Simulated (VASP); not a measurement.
# Os (P6_3/mmc) in VASP: settings compared

One crystal, Os, is run at these levels: PBE, r2SCAN, SCAN; tasks: band structure.

All numbers are computed with VASP 6.6.1; they aren't measurements. Logs are shortened: lines on timing, memory, paths and dates and some standing lists are left out, and cuts for length are marked.

## Step 1: The crystal as given

It takes space group P6_3/mmc (No. 194, hexagonal). The conventional cell has a = 2.734 Å, b = 2.734 Å, c = 4.320 Å, α = 90.00°, β = 90.00°, γ = 120.00°. Around Os (site symmetry -6m2) lie 12 Os at 2.68 to 2.73 Å.

## Step 2: Band structure, PBE

Contents of INCAR:

```
SYSTEM = Os
ALGO = Normal ; EDIFF = 1E-7
ENCUT = 550 ; GGA = PE
ISIF = 2 ; ISMEAR = -1
LASPH = .True. ; LCHARG = .False.
LMAXMIX = 4 ; LREAL = .False.
LWAVE = .False. ; NELM = 60
PREC = Accurate ; SIGMA = 0.05
```

Contents of KPOINTS:

```
k-points
0
Gamma
  11 11 6
  0 0 0
```

Contents of POSCAR:

```
Os
1.0
    2.7341000000      0.0000000000      0.0000000000
   -1.3670500000      2.3678000565      0.0000000000
    0.0000000000      0.0000000000      4.3197000000
Os
2
Direct
    0.6666666667      0.3333333333      0.7500000000
    0.3333333333      0.6666666667      0.2500000000
```

Contents of KPOINTS_OPT:

```
path GMKGALHA,LM,KH
20
line-mode
reciprocal
 0.0000000000  0.0000000000  0.0000000000  G
 0.5000000000  0.0000000000  0.0000000000  M

 0.5000000000  0.0000000000  0.0000000000  M
 0.3333333333  0.3333333333  0.0000000000  K

 0.3333333333  0.3333333333  0.0000000000  K
 0.0000000000  0.0000000000  0.0000000000  G

 0.0000000000  0.0000000000  0.0000000000  G
 0.0000000000  0.0000000000  0.5000000000  A

 0.0000000000  0.0000000000  0.5000000000  A
 0.5000000000  0.0000000000  0.5000000000  L

 0.5000000000  0.0000000000  0.5000000000  L
 0.3333333333  0.3333333333  0.5000000000  H

 0.3333333333  0.3333333333  0.5000000000  H
 0.0000000000  0.0000000000  0.5000000000  A

 0.5000000000  0.0000000000  0.5000000000  L
 0.5000000000  0.0000000000  0.0000000000  M

 0.3333333333  0.3333333333  0.0000000000  K
 0.3333333333  0.3333333333  0.5000000000  H
```

Potentials or basis: VASP PAW PBE potentials, release 64 (Os_sv_GW).

The run is started by

```bash
> cat potpaw_PBE.64/Os_sv_GW/POTCAR > POTCAR
> mpirun -np 1 vasp_std > vasp.out
```

OUTCAR:

```text
SYSTEM = Os
   EDIFF = 1E-7
   ENCUT = 550
   GGA = PE
   ISIF = 2
   ISMEAR = -1
   LASPH = .True.
   LREAL = .False.
   NELM = 60
   PREC = Accurate

 ion  position               nearest neighbor table
   1  0.667  0.333  0.750-   2 2.68   2 2.68   2 2.68   2 2.68   2 2.68   2 2.68
   2  0.333  0.667  0.250-   1 2.68   1 2.68   1 2.68   1 2.68   1 2.68   1 2.68

  LATTYP: Found a hexagonal cell.
 ALAT       =     2.7341000000
 C/A-ratio  =     1.5799348963

  Lattice vectors:

 A1 = (   2.7341000000,   0.0000000000,   0.0000000000)
 A2 = (  -1.3670500000,   2.3678000565,   0.0000000000)
 A3 = (   0.0000000000,   0.0000000000,   4.3197000000)

Analysis of symmetry for initial positions (statically):
=====================================================================
 Subroutine PRICEL returns:
 Original cell was already a primitive cell.

 Routine SETGRP: Setting up the symmetry group for a
 hexagonal supercell.

 Subroutine GETGRP returns: Found 24 space group operations
 (whereof 12 operations were pure point group operations)
 out of a pool of 24 trial point group operations.

The static configuration has the point symmetry D_3d.
 The point group associated with its full space group is D_6h.

Analysis of symmetry for dynamics (positions and initial velocities):
=====================================================================
 Subroutine PRICEL returns:
 Original cell was already a primitive cell.

 Routine SETGRP: Setting up the symmetry group for a
 hexagonal supercell.

 Subroutine GETGRP returns: Found 24 space group operations
 (whereof 12 operations were pure point group operations)
 out of a pool of 24 trial point group operations.

The dynamic configuration has the point symmetry D_3d.
 The point group associated with its full space group is D_6h.

 Subroutine INISYM returns: Found 24 space group operations
 (whereof 12 operations are pure point group operations),
 and found     1 'primitive' translations

----------------------------------------------------------------------------------------

                                     Primitive cell

  volume of cell :      27.9649

  direct lattice vectors                    reciprocal lattice vectors
     2.734100000  0.000000000  0.000000000     0.365751070  0.211166479  0.000000000
    -1.367050000  2.367800057  0.000000000     0.000000000  0.422332957  0.000000000
     0.000000000  0.000000000  4.319700000     0.000000000  0.000000000  0.231497558

  length of vectors
     2.734100000  2.734100000  4.319700000     0.422332957  0.422332957  0.231497558

  position of ions in fractional coordinates (direct lattice)
     0.666666667  0.333333333  0.750000000
     0.333333333  0.666666667  0.250000000

  ion indices of the primitive-cell ions
   primitive index   ion index
                 1           1
                 2           2

----------------------------------------------------------------------------------------

 KPOINTS: k-points

Automatic generation of k-mesh.
 Grid dimensions read from file:
 generate k-points for:   11   11    6

 Generating k-lattice:

  Cartesian coordinates                     Fractional coordinates (reciprocal lattice)
     0.033250097  0.019196953  0.000000000     0.090909091 -0.000000000  0.000000000
     0.000000000  0.038393905  0.000000000     0.000000000  0.090909091  0.000000000
     0.000000000  0.000000000  0.038582926     0.000000000  0.000000000  0.166666667

  Length of vectors
     0.038393905  0.038393905  0.038582926

  Shift w.r.t. Gamma in fractional coordinates (k-lattice)
     0.000000000  0.000000000  0.000000000

 Subroutine IBZKPT returns following result:
 ===========================================

 Found     64 irreducible k-points:

 Following reciprocal coordinates:
            Coordinates               Weight
  0.000000  0.000000  0.000000      1.000000
  0.090909  0.000000  0.000000      6.000000
  0.181818  0.000000  0.000000      6.000000
  0.272727 -0.000000  0.000000      6.000000
  0.363636 -0.000000  0.000000      6.000000
  0.454545  0.000000  0.000000      6.000000
[... 16 lines left out ...]
  0.090909  0.090909  0.166667     12.000000
  0.181818  0.090909  0.166667     24.000000
 [... further k-points ...]
   k-points           NKPTS =     64   k-points in BZ     NKDIM =     64   number of bands    NBANDS=     20
   number of dos      NEDOS =    301   number of ions     NIONS =      2
   total plane-waves  NPLWV =  20736
   dimension x,y,z NGX =    24 NGY =   24 NGZ =   36
   dimension x,y,z NGXF=    48 NGYF=   48 NGZF=   72
   ions per type =               2
   NGX,Y,Z   is equivalent  to a cutoff of  14.59, 14.59, 13.85 a.u.
   NGXF,Y,Z  is equivalent  to a cutoff of  29.19, 29.19, 27.71 a.u.
 SYSTEM =  Os
   PREC   = accura    normal or accurate (medium, high low for compatibility)
   ISTART =      0    job   : 0-new  1-cont  2-samecut
   ICHARG =      2    charge: 1-file 2-atom 10-const
[... 81 lines left out ...]
      6     -31.8125      2.00000
[... 12 lines left out ...]
     19      15.6577      0.00000
     20      17.1215      0.00000

 k-point     3 :       0.1818    0.0000    0.0000
  band No.  band energies     occupation
      1     -72.8779      2.00000
      2     -72.7788      2.00000
      3     -32.7607      2.00000
      4     -32.1478      2.00000
      5     -32.0009      2.00000
      6     -31.9763      2.00000
[... 12 lines left out ...]
     19      15.9855      0.00000
     20      19.5092      0.00000

 k-point     4 :       0.2727   -0.0000    0.0000
  band No.  band energies     occupation
      1     -72.8526      2.00000
      2     -72.7717      2.00000
      3     -32.6416      2.00000
      4     -32.3565      2.00000
      5     -32.1829      2.00000
      6     -32.0662      2.00000
[... 12 lines left out ...]
     19      16.2755      0.00000
     20      21.9180      0.00000

 k-point     5 :       0.3636   -0.0000    0.0000
  band No.  band energies     occupation
      1     -72.8272      2.00000
      2     -72.7680      2.00000
      3     -32.5478      2.00000
      4     -32.5071      2.00000
      5     -32.3650      2.00000
      6     -32.1248      2.00000
[... 12 lines left out ...]
     19      16.4578      0.00000
     20      22.1440      0.00000

 k-point     6 :       0.4545    0.0000    0.0000
  band No.  band energies     occupation
      1     -72.8093      2.00000
      2     -72.7684      2.00000
      3     -32.6611      2.00000
      4     -32.4700      2.00000
      5     -32.4002      2.00000
      6     -32.1582      2.00000
[... 12 lines left out ...]
     19      17.3624      0.00000
     20      20.5260      0.00000

 k-point     7 :       0.0909    0.0909    0.0000
  band No.  band energies     occupation
      1     -72.8835      2.00000
      2     -72.7805      2.00000
      3     -32.7865      2.00000
      4     -32.0851      2.00000
      5     -32.0136      2.00000
      6     -31.8997      2.00000
[... 12 lines left out ...]
     19      15.8492      0.00000
     20      18.8804      0.00000
[... 277 lines left out ...]
 k-point    20 :       0.2727   -0.0000    0.1667
  band No.  band energies     occupation
      1     -72.8473      2.00000
      2     -72.7772      2.00000
      3     -32.6392      2.00000
      4     -32.3064      2.00000
      5     -32.2263      2.00000
      6     -32.0500      2.00000
[... 12 lines left out ...]
     19      16.0854      0.00000
     20      19.7334      0.00000

 k-point    21 :       0.3636   -0.0000    0.1667
  band No.  band energies     occupation
      1     -72.8233      2.00000
      2     -72.7720      2.00000
      3     -32.6499      2.00000
      4     -32.4427      2.00000
      5     -32.3341      2.00000
      6     -32.1066      2.00000
[... 12 lines left out ...]
     19      16.2388      0.00000
     20      20.6110      0.00000

 k-point    22 :       0.4545    0.0000    0.1667
  band No.  band energies     occupation
      1     -72.8064      2.00000
      2     -72.7712      2.00000
      3     -32.7203      2.00000
      4     -32.5360      2.00000
      5     -32.2964      2.00000
      6     -32.1394      2.00000
[... 12 lines left out ...]
     19      17.0214      0.00000
     20      19.9043      0.00000

 k-point    23 :       0.0909    0.0909    0.1667
  band No.  band energies     occupation
      1     -72.8767      2.00000
      2     -72.7875      2.00000
      3     -32.7292      2.00000
      4     -32.0643      2.00000
      5     -32.0163      2.00000
      6     -31.9392      2.00000
[... 12 lines left out ...]
     19      15.7858      0.00000
     20      17.8258      0.00000

 k-point    24 :       0.1818    0.0909    0.1667
  band No.  band energies     occupation
      1     -72.8561      2.00000
      2     -72.7798      2.00000
      3     -32.6593      2.00000
      4     -32.2229      2.00000
      5     -32.1740      2.00000
      6     -32.0199      2.00000
[... 12 lines left out ...]
     19      15.9474      0.00000
     20      19.3518      0.00000

 [... further k-points ...]

------------------------ aborting loop because EDIFF is reached ----------------------------------------

  FORCE on cell =-STRESS in cart. coord.  units (eV):
  Direction    XX          YY          ZZ          XY          YZ          ZX
  --------------------------------------------------------------------------------------
  -------------------------------------------------------------------------------------
  Total        1.2300265      1.2300265      1.3119570     -0.0000000      0.0000000     -0.0000000
  in kB       70.4712601     70.4712601     75.1652620     -0.0000000      0.0000000     -0.0000000
  external PRESSURE =      72.0359274 kB  Pullay stress =       0.0000000 kB

 VOLUME and BASIS-vectors are now :
 -----------------------------------------------------------------------------
  energy-cutoff  :      550.00
  volume of cell :       27.96
      direct lattice vectors                 reciprocal lattice vectors
     2.734100000  0.000000000  0.000000000     0.365751070  0.211166479  0.000000000
    -1.367050000  2.367800057  0.000000000     0.000000000  0.422332957  0.000000000
     0.000000000  0.000000000  4.319700000     0.000000000  0.000000000  0.231497558

 POSITION                                       TOTAL-FORCE (eV/Angst)
 -----------------------------------------------------------------------------------
      1.36705      0.78927      3.23977        -0.000000      0.000000      0.000000
     -0.00000      1.57853      1.07993         0.000000     -0.000000      0.000000
 -----------------------------------------------------------------------------------
    total drift:                               -0.000000      0.000000     -0.000000

  FREE ENERGIE OF THE ION-ELECTRON SYSTEM (eV)
  ---------------------------------------------------
  free  energy   TOTEN  =       -24.7003824599 eV

  energy  without entropy=      -24.6872024993  energy(sigma->0) =      -24.69379248
```

Run time: 60 s. Hardware: 1 thread of Intel Xeon Platinum 8375C at 2.90GHz (Ice Lake), shared host; peak memory 0.19 GiB.

What came out:

```yaml
Free_energy: -24.7004 eV
Pressure: 7.2 GPa
Band_gap_along_the_path: none (metal or under the smearing width)
```

Levels at the corners of the path, in eV from the Fermi level:
```csv
point,band 14,band 15,band 16,band 17,band 18,band 19
Γ,-2.16,-2.16,-1.51,-1.51,0.06,1.74
M,-2.53,-1.83,2.11,2.67,2.79,4.49
M,-2.53,-1.83,2.11,2.67,2.79,4.49
K,-3.39,-1.29,1.54,1.54,2.13,5.35
K,-3.39,-1.29,1.54,1.54,2.13,5.35
Γ,-2.16,-2.16,-1.51,-1.51,0.06,1.74
Γ,-2.16,-2.16,-1.51,-1.51,0.06,1.74
A,-3.20,-3.20,-3.20,0.95,0.95,0.95
A,-3.20,-3.20,-3.20,0.95,0.95,0.95
L,-1.17,-0.13,-0.13,2.45,2.45,3.36
L,-1.17,-0.13,-0.13,2.45,2.45,3.36
H,-3.39,-1.32,-1.32,1.68,1.68,8.40
H,-3.39,-1.32,-1.32,1.68,1.68,8.40
A,-3.20,-3.20,-3.20,0.95,0.95,0.95
L,-1.17,-0.13,-0.13,2.45,2.45,3.36
M,-2.53,-1.83,2.11,2.67,2.79,4.49
K,-3.39,-1.29,1.54,1.54,2.13,5.35
H,-3.39,-1.32,-1.32,1.68,1.68,8.40
```

Caveat: spin-orbit coupling is left out, which moves the levels of the heavy elements.

## Step 3: Band structure, r2SCAN, spin-orbit coupling, no magnetisation

Contents of INCAR:

```
ALGO = Normal
EDIFF = 1E-6
ENCUT = 520
GGA_COMPAT = False
ISIF = 2
ISMEAR = -1
LASPH = True
LCHARG = False
LMAXMIX = 4
LMIXTAU = True
LORBIT = 11
LREAL = False
LSORBIT = True
LWAVE = False
MAGMOM = 0 0 0 0 0 0
METAGGA = R2SCAN
NELM = 60
PREC = Accurate
SIGMA = 0.05
```

Contents of KPOINTS:

```
k-points
0
Gamma
  8 8 5
```

POSCAR is that of step 2.

Changes to KPOINTS_OPT since step 2:

```diff
@@ -1,3 +1,3 @@
 path GMKGALHA,LM,KH
-20
+10
 line-mode
```

Potentials or basis: VASP PAW PBE potentials, release 64 (Os).

The run is started by

```bash
> cat potpaw_PBE.64/Os/POTCAR > POTCAR
> mpirun -np 1 vasp_ncl > vasp.out
```

Run time: 4.3 min. Hardware: 1 thread of AMD EPYC 9R45 (Zen 5), shared host; peak memory 0.22 GiB.

Results (log left out):

```
Free energy                                           : -106.7044 eV
Pressure                                              : 1.7 GPa
Valence electrons inside the program's atomic spheres : Os 7.50
```

Stress tensor (GPa, compression positive):
```
2.13 0.00 0.00
0.00 2.13 0.00
0.00 0.00 0.99
```

Caveat: the PAW data sets were made with another functional, which shifts forces and pressure a little.

## Step 4: Band structure, SCAN

Contents of INCAR:

```
PREC = Accurate ; ENCUT = 520
EDIFF = 1E-6 ; ISMEAR = -1
SIGMA = 0.05 ; LREAL = F
LASPH = T ; NELM = 60
ALGO = Normal ; ISIF = 2
LWAVE = F ; LCHARG = F
LMAXMIX = 4 ; METAGGA = SCAN
LMIXTAU = T ; NBANDS = 15
```

Contents of KPOINTS:

```
regular mesh
0
Gamma
  11 11 6
```

POSCAR is that of step 3.

KPOINTS_OPT is that of step 3.

The run is started by

```bash
> cat potpaw_PBE.64/Os/POTCAR > POTCAR
> mpirun -np 1 vasp_std > vasp.out
```

It took 1.9 min on 1 thread of AMD EPYC 9R45 (Zen 5), shared host; peak memory 0.14 GiB.

Results (log left out):

| Property | Result |
| --- | --- |
| Free energy | -143.6299 eV |
| Pressure | -9.5 GPa |
| Band gap along the path | none (metal or under the smearing width) |

Stress tensor (GPa, compression positive):
```
 -8.74   0.00   0.00
  0.00  -8.74   0.00
  0.00   0.00 -11.07
```

Levels at the corners of the path, in eV from the Fermi level:
| point | band 4 | band 5 | band 6 | band 7 | band 8 | band 9 | band 10 | band 11 | band 12 | band 13 |
| --- | --- | --- | --- | --- | --- | --- | --- | --- | --- | --- |
| Γ | -3.21 | -2.89 | -2.31 | -2.31 | -1.61 | -1.61 | -0.26 | 1.86 | 1.86 | 9.24 |
| M | -3.75 | -3.29 | -2.81 | -1.99 | 2.29 | 2.89 | 2.97 | 4.69 | 5.89 | 9.47 |
| M | -3.75 | -3.29 | -2.81 | -1.99 | 2.29 | 2.89 | 2.97 | 4.69 | 5.89 | 9.47 |
| K | -4.91 | -3.71 | -3.71 | -1.41 | 1.70 | 1.70 | 2.27 | 5.30 | 5.30 | 7.42 |
| K | -4.91 | -3.71 | -3.71 | -1.41 | 1.70 | 1.70 | 2.27 | 5.30 | 5.30 | 7.42 |
| Γ | -3.21 | -2.89 | -2.31 | -2.31 | -1.61 | -1.61 | -0.26 | 1.86 | 1.86 | 9.24 |
| Γ | -3.21 | -2.89 | -2.31 | -2.31 | -1.61 | -1.61 | -0.26 | 1.86 | 1.86 | 9.24 |
| A | -3.83 | -3.42 | -3.42 | -3.42 | -3.42 | 1.02 | 1.02 | 1.02 | 1.02 | 14.66 |
| A | -3.83 | -3.42 | -3.42 | -3.42 | -3.42 | 1.02 | 1.02 | 1.02 | 1.02 | 14.66 |
| L | -5.68 | -1.26 | -1.26 | -0.38 | -0.38 | 2.65 | 2.65 | 3.48 | 3.48 | 9.27 |
| L | -5.68 | -1.26 | -1.26 | -0.38 | -0.38 | 2.65 | 2.65 | 3.48 | 3.48 | 9.27 |
| H | -5.25 | -3.77 | -3.77 | -1.39 | -1.39 | 1.81 | 1.81 | 8.62 | 8.62 | 9.50 |
| H | -5.25 | -3.77 | -3.77 | -1.39 | -1.39 | 1.81 | 1.81 | 8.62 | 8.62 | 9.50 |
| A | -3.83 | -3.42 | -3.42 | -3.42 | -3.42 | 1.02 | 1.02 | 1.02 | 1.02 | 14.66 |
| L | -5.68 | -1.26 | -1.26 | -0.38 | -0.38 | 2.65 | 2.65 | 3.48 | 3.48 | 9.27 |
| M | -3.75 | -3.29 | -2.81 | -1.99 | 2.29 | 2.89 | 2.97 | 4.69 | 5.89 | 9.47 |
| K | -4.91 | -3.71 | -3.71 | -1.41 | 1.70 | 1.70 | 2.27 | 5.30 | 5.30 | 7.42 |
| H | -5.25 | -3.77 | -3.77 | -1.39 | -1.39 | 1.81 | 1.81 | 8.62 | 8.62 | 9.50 |

Caveat: the PAW data sets were made with another functional, which shifts forces and pressure a little; spin-orbit coupling is left out, which moves the levels of the heavy elements.

## Step 5: Band structure, SCAN, spin-orbit coupling, no magnetisation

Contents of INCAR:

```
PREC = Accurate ; ENCUT = 520
EDIFF = 1E-6 ; ISMEAR = -1
SIGMA = 0.05 ; LREAL = False
LASPH = True ; NELM = 80
ALGO = Normal ; ISIF = 2
LWAVE = False ; LCHARG = False
MAGMOM = 0 0 0 0 0 0 ; LORBIT = 11
LSORBIT = True ; GGA_COMPAT = False
LMAXMIX = 4 ; METAGGA = SCAN
LMIXTAU = True
```

Contents of KPOINTS:

```
regular mesh
0
Gamma
  8 8 5
```

POSCAR is that of step 4.

Changes to KPOINTS_OPT since step 4:

```diff
@@ -1,3 +1,3 @@
 path GMKGALHA,LM,KH
-10
+20
 line-mode
```

The run is started by

```bash
> cat potpaw_PBE.64/Os/POTCAR > POTCAR
> mpirun -np 1 vasp_ncl > vasp.out
```

Run time: 8.6 min. Hardware: 1 thread of AMD EPYC 9R45 (Zen 5), shared host; peak memory 0.23 GiB.

Results (log left out):

```yaml
Free_energy: -144.3338 eV
Pressure: -10.0 GPa
Valence_electrons_inside_the_program's_atomic_spheres: Os 7.64
```

Stress tensor (GPa, compression positive):
```
 -9.12   0.00   0.00
  0.00  -9.12   0.00
  0.00   0.00 -11.68
```

Caveat: the PAW data sets were made with another functional, which shifts forces and pressure a little.

## Step 6: The reference run

An earlier run on the cell as given: functional PBE; potentials or basis VASP PAW PBE potentials, release 64 (Os); cutoff 520 eV; k mesh 11 × 11 × 6; occupations fermi-dirac, width 0.05 eV; no spin polarisation.

- Pressure: 8.9 GPa
- Band gap on the k mesh: none (metal or under the smearing width)

## Step 7: Summary

| task | level | potentials or basis | spin | k mesh | cutoff (eV) | pressure (GPa) |
| --- | --- | --- | --- | --- | --- | --- |
| band structure | PBE | VASP PAW PBE potentials, release 64 (Os_sv_GW) | off | 11 × 11 × 6 | 550 | 7.2 |
| band structure | r2SCAN | VASP PAW PBE potentials, release 64 (Os) | SOC, no magnetisation | 8 × 8 × 5 | 520 | 1.7 |
| band structure | SCAN | VASP PAW PBE potentials, release 64 (Os) | off | 11 × 11 × 6 | 520 | -9.5 |
| band structure | SCAN | VASP PAW PBE potentials, release 64 (Os) | SOC, no magnetisation | 8 × 8 × 5 | 520 | -10.0 |
| single point | PBE | VASP PAW PBE potentials, release 64 (Os) | off | 11 × 11 × 6 | 520 | 8.9 |

Alike in all rows: cell as given; smearing fermi-dirac 0.05 eV.

Caveats: the PAW data sets were made with another functional, which shifts forces and pressure a little (some runs); spin-orbit coupling is left out, which moves the levels of the heavy elements (some runs).

Total energies depend on the potentials used, so only differences within one code and one set of settings carry meaning.
